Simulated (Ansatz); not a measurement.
C7H8 can be A, `C1=C[C@H]2C=C[C@@H]1C2`, or B, `C=C1C=CCC=C1`.

Isolated molecules relaxed with PBE0-D4/def2-TZVP in Ansatz; ΔE leaves out vibrations. CBS: MP2 limit from def2 TZ/QZ plus the TZ coupled-cluster correction, frozen cores. DFT in def2-TZVPP. B3LYP here is the variant with VWN-RPA as its local correlation; programs differ in this.

Which is lower in electronic energy at CCSD(T)/CBS, and by how much? (Estimate.)

The calculation gave: B, by 16.8 kcal/mol.

Give E(B) − E(A) in kcal/mol with MP2/def2-TZVPP, B3LYP-D4, LDA (SPW92), PBE-D4, CCSD(T)/def2-SVP, CCSD(T)/def2-TZVPP, CCSD/def2-TZVPP. (Estimate.)

The calculation gave: MP2/def2-TZVPP -12.7, B3LYP-D4 -26.0, LDA (SPW92) -16.3, PBE-D4 -20.6, CCSD(T)/def2-SVP -15.3, CCSD(T)/def2-TZVPP -16.3, CCSD/def2-TZVPP -17.0. None reverses the order clearly.

Does the order hold for the free energy at 298.15 K (harmonic terms from PBE0-D4)? (Best estimate.)

The calculation gave: Yes: G(B) − G(A) = -18.8 kcal/mol.

Largest T1 diagnostic: 0.011.

From BLYP to BHLYP (50 % exact exchange), in def2-TZVPP and without D4, E(B) − E(A) moves by +4.8 kcal/mol. At CCSD(T), def2-SVP lies +1.5 kcal/mol from the extrapolated value and def2-TZVPP +0.5 kcal/mol.
